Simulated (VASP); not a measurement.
# TiS2 (P-3m1) in VASP: notebook, part 2 of 2

VASP 6.6.1.

**3. Relaxation of cell and atoms, PBE+D3(BJ)**

This run uses another cell than the first one, of 17.98 Å³/atom, 0.940 times its volume.

The input, INCAR:

```
SYSTEM = TiS2
  ALGO = Normal
  EDIFF = 1E-7
  EDIFFG = -0.005
  ENCUT = 600
  GGA = PE
  IBRION = 2
  ISIF = 3
  ISMEAR = 1
  IVDW = 12
  LASPH = .True.
  LCHARG = .False.
  LREAL = .False.
  LWAVE = .False.
  NELM = 80
  NSW = 90
  PREC = Accurate
  SIGMA = 0.1
```

The input, KPOINTS:

```
k-points
0
Gamma
  12 12 7
  0 0 0
```

The input, POSCAR:

```
TiS2                                    
1.0
    3.3584555061      0.0000000000     -0.0000000000
   -1.6792277531      2.9085077858     -0.0000000000
    0.0000000000     -0.0000000000      5.5230876405
  Ti              S             
     1     2
Direct
     0.0000000000000000    0.0000000000000000    0.0000000000000000
     0.3333333332999970    0.6666666667000030    0.2587672932822837
     0.6666666667000030    0.3333333332999970    0.7412327067177162
```

Potentials or basis: VASP PAW PBE potentials, release 64 (Ti_sv, S).

The run is started by

```console
> cat potpaw_PBE.64/Ti_sv/POTCAR potpaw_PBE.64/S/POTCAR > POTCAR
> mpirun -np 1 vasp_std > vasp.out
```

OUTCAR:

```text
SYSTEM = TiS2
   EDIFF = 1E-7
   EDIFFG = -0.005
   ENCUT = 600
   GGA = PE
   IBRION = 2
   ISIF = 3
   ISMEAR = 1
   IVDW = 12
   LASPH = .True.
   LREAL = .False.
   NELM = 80
   NSW = 90
   PREC = Accurate
 IVDW          = 12

 ion  position               nearest neighbor table
   1  0.000  0.000  0.000-   2 2.41   3 2.41   3 2.41   2 2.41   3 2.41   2 2.41
   2  0.333  0.667  0.259-   1 2.41   1 2.41   1 2.41
   3  0.667  0.333  0.741-   1 2.41   1 2.41   1 2.41

  LATTYP: Found a hexagonal cell.
 ALAT       =     3.3584555061
 C/A-ratio  =     1.6445320268

  Lattice vectors:

 A1 = (   3.3584555061,   0.0000000000,   0.0000000000)
 A2 = (  -1.6792277531,   2.9085077858,   0.0000000000)
 A3 = (   0.0000000000,   0.0000000000,   5.5230876405)

Analysis of symmetry for initial positions (statically):
=====================================================================
 Subroutine PRICEL returns:
 Original cell was already a primitive cell.

 Routine SETGRP: Setting up the symmetry group for a
 hexagonal supercell.

 Subroutine GETGRP returns: Found 12 space group operations
 (whereof 12 operations were pure point group operations)
 out of a pool of 24 trial point group operations.

The static configuration has the point symmetry D_3d.

Analysis of symmetry for dynamics (positions and initial velocities):
=====================================================================
 Subroutine PRICEL returns:
 Original cell was already a primitive cell.

 Routine SETGRP: Setting up the symmetry group for a
 hexagonal supercell.

 Subroutine GETGRP returns: Found 12 space group operations
 (whereof 12 operations were pure point group operations)
 out of a pool of 24 trial point group operations.

The dynamic configuration has the point symmetry D_3d.

 Subroutine INISYM returns: Found 12 space group operations
 (whereof 12 operations are pure point group operations),
 and found     1 'primitive' translations

----------------------------------------------------------------------------------------

                                     Primitive cell

  volume of cell :      53.9500

  direct lattice vectors                    reciprocal lattice vectors
     3.358455506  0.000000000  0.000000000     0.297755917  0.171909459  0.000000000
    -1.679227753  2.908507786  0.000000000     0.000000000  0.343818918  0.000000000
     0.000000000  0.000000000  5.523087641     0.000000000  0.000000000  0.181058144

  length of vectors
     3.358455506  3.358455506  5.523087641     0.343818918  0.343818918  0.181058144

  position of ions in fractional coordinates (direct lattice)
     0.000000000  0.000000000  0.000000000
     0.333333333  0.666666667  0.258767293
     0.666666667  0.333333333  0.741232707

  ion indices of the primitive-cell ions
   primitive index   ion index
                 1           1
                 2           2
                 3           3

----------------------------------------------------------------------------------------

 KPOINTS: k-points

Automatic generation of k-mesh.
[... 23 lines left out ...]
  0.000000  0.000000  0.000000      1.000000
  0.083333 -0.000000  0.000000      6.000000
  0.166667 -0.000000  0.000000      6.000000
  0.250000  0.000000  0.000000      6.000000
  0.333333  0.000000  0.000000      6.000000
  0.416667 -0.000000  0.000000      6.000000
[... 16 lines left out ...]
  0.166667 -0.000000  0.142857      6.000000
  0.000000  0.166667  0.142857      6.000000
 [... further k-points ...]
   k-points           NKPTS =    112   k-points in BZ     NKDIM =    112   number of bands    NBANDS=     16
   number of dos      NEDOS =    301   number of ions     NIONS =      3
   total plane-waves  NPLWV =  37632
   dimension x,y,z NGX =    28 NGY =   28 NGZ =   48
   dimension x,y,z NGXF=    56 NGYF=   56 NGZF=   96
   ions per type =               1   2
   NGX,Y,Z   is equivalent  to a cutoff of  13.86, 13.86, 14.45 a.u.
   NGXF,Y,Z  is equivalent  to a cutoff of  27.72, 27.72, 28.90 a.u.
 SYSTEM =  TiS2
   PREC   = accura    normal or accurate (medium, high low for compatibility)
   ISTART =      0    job   : 0-new  1-cont  2-samecut
   ICHARG =      2    charge: 1-file 2-atom 10-const
   ISPIN  =      1    spin polarized calculation?
   LNONCOLLINEAR =      F non collinear calculations
   LSORBIT =      F    spin-orbit coupling
   LASPH  =      T    aspherical Exc in radial PAW
   ENCUT  =  600.0 eV  44.10 Ry    6.64 a.u.   6.71  6.71 11.03*2*pi/ulx,y,z
   NELM   =     80;   NELMIN=  2; NELMDL= -5     # of ELM steps
   EDIFF  = 0.1E-06   stopping-criterion for ELM
   LREAL  =      F    real-space projection
   EDIFFG = -.5E-02   stopping-criterion for IOM
   NSW    =     90    number of steps for IOM
   IBRION =      2    ionic relax: 0-MD 1-quasi-New 2-CG
   NFREE  =      1    steps in history (QN), initial steepest desc. (CG)
   ISIF   =      3    stress and relaxation
   ISYM   =      2    0-nonsym 1-usesym 2-fastsym
   POTIM  = 0.5000    time-step for ionic-motion
   TEBEG  =    0.0;   TEEND  =   0.0 temperature during run
   PSTRESS=    0.0 pullay stress
   NELECT =      24.0000    total number of electrons
   NUPDOWN=      -1.0000    fix difference up-down
   EMIN   =  10.00;   EMAX   =-10.00  energy-range for DOS
   EFERMI =   0.00;   METHOD = LEGACY
   ISMEAR =     1;   SIGMA  =   0.10  broadening in eV -4-tet -1-fermi 0-gaus
   EFERMI_NEDOS =   21; number of points for ismear=-14 and -15
   IALGO  =     38    algorithm
   IMIX   =      4    mixing-type and parameters
     AMIX     =   0.40;   BMIX     =  1.00
     AMIX_MAG =   1.60;   BMIX_MAG =  1.00
  volume/ion in A,a.u.               =      17.98       121.36
  Fermi-wavevector in a.u.,A,eV,Ry     =   1.249726  2.361639 21.249770  1.561814
  Thomas-Fermi vector in A             =   2.383753
   LORBIT       =      0    0 simple, 1 ext, 2 COOP (PROOUT), +10 PAW based schemes
   GGA     = PE    functional components
   LHFCALC =     F    Hartree Fock is set to
   AEXX    =    0.0000 exact exchange contribution
   IVDW    =    12    specifies the selected vdW correction
   LEPSILON=     F    determine dielectric tensor
   LRPA    =     F    only Hartree local field effects (RPA)
 conjugate gradient relaxation of ions
 non-spin polarized calculation
 Methfessel and Paxton  Order N= 1 SIGMA  =   0.10
  energy-cutoff  :      600.00
  volume of cell :       53.95
 maximum number of plane-waves:      1822
 NGX is ok and might be reduce to    28
   NGX = 13   NGY = 13   NGZ = 23

 number of electron      24.0000001 magnetization

 Free energy of the ion-electron system (eV)
  ---------------------------------------------------
  ext. energy  EPLUGINS =         0.00000000
  ---------------------------------------------------
  free energy    TOTEN  =       -19.87623592 eV

  energy without entropy =      -19.87656268  energy(sigma->0) =      -19.87634484

 E-fermi :   6.1612     XC(G=0): -10.4419

 val. band max:        6.1590790450   @ k =   0.0000   0.0000   0.2857
 cond. band min:       6.2155661168   @ k =   0.4167  -0.0000   0.4286
 fundamental gap:      0.0564870718
 Fermi energy:         6.1612332184

 k-point     1 :       0.0000    0.0000    0.0000
  band No.  band energies     occupation
      1     -51.3898      2.00000
      2     -27.6249      2.00000
      3     -27.5739      2.00000
      4     -27.5739      2.00000
      5      -7.8767      2.00000
      6      -5.9733      2.00000
[... 433 lines left out ...]
      3     -27.6121      2.00000
      4     -27.5826      2.00000
      5      -7.4822      2.00000
      6      -6.0014      2.00000
[... 8 lines left out ...]
     15       7.8047     -0.00000
     16       9.4294      0.00000

 [... further k-points ...]

------------------------ aborting loop because EDIFF is reached ----------------------------------------

 Edisp (eV)   -1.23035

 E8    (eV) :    -0.4988

  FORCE on cell =-STRESS in cart. coord.  units (eV):
  Direction    XX          YY          ZZ          XY          YZ          ZX
  --------------------------------------------------------------------------------------
  -------------------------------------------------------------------------------------
  Total      -0.00958    -0.00958     0.00340     0.00000     0.00000    -0.00000
  in kB      -0.28441    -0.28441     0.10103     0.00000     0.00000    -0.00000
  external pressure =       -0.16 kB  Pullay stress =        0.00 kB

 VOLUME and BASIS-vectors are now :
 -----------------------------------------------------------------------------
  energy-cutoff  :      600.00
  volume of cell :       53.95
      direct lattice vectors                 reciprocal lattice vectors
     3.358455506  0.000000000  0.000000000     0.297755917  0.171909459  0.000000000
    -1.679227753  2.908507786  0.000000000     0.000000000  0.343818918  0.000000000
     0.000000000  0.000000000  5.523087641     0.000000000  0.000000000  0.181058144

 POSITION                                       TOTAL-FORCE (eV/Angst)
 -----------------------------------------------------------------------------------
      0.00000      0.00000      0.00000        -0.000000      0.000000     -0.000000
     -0.00000      1.93901      1.42919         0.000000     -0.000000      0.003774
      1.67923      0.96950      4.09389        -0.000000      0.000000     -0.003774
 -----------------------------------------------------------------------------------
    total drift:                                0.000000      0.000000      0.000000

  FREE ENERGIE OF THE ION-ELECTRON SYSTEM (eV)
  ---------------------------------------------------
  free  energy   TOTEN  =       -21.1065897084 eV

  energy  without entropy=      -21.1069164637  energy(sigma->0) =      -21.10669863

 reached required accuracy - stopping structural energy minimisation
```

Wall time 72 s (1 thread of Intel Xeon Platinum 8488C (Sapphire Rapids), shared host); peak memory 0.27 GiB.

Results:

* Free energy: -21.1066 eV
* Pressure after relaxing: 0.0 GPa
* Largest force after relaxing: 0.004 eV/Å
* Band gap on the k mesh: none (metal or under the smearing width)
* Dispersion energy per atom: -0.410 eV

Forces on the atoms (eV/Å):
```
Ti   0.000  0.000  0.000
S    0.000  0.000  0.004
S    0.000  0.000 -0.004
```

Final structure:
```
CELL_PARAMETERS angstrom
3.35846 0.00000 0.00000
-1.67923 2.90851 0.00000
0.00000 0.00000 5.52309
ATOMIC_POSITIONS crystal
Ti 0.00000 0.00000 0.00000
S 0.33333 0.66667 0.25877
S 0.66667 0.33333 0.74123
```

Caveat: the relaxation stopped at its first step, so nothing moved; pairwise dispersion overbinds metals, which lowers pressure and volume.
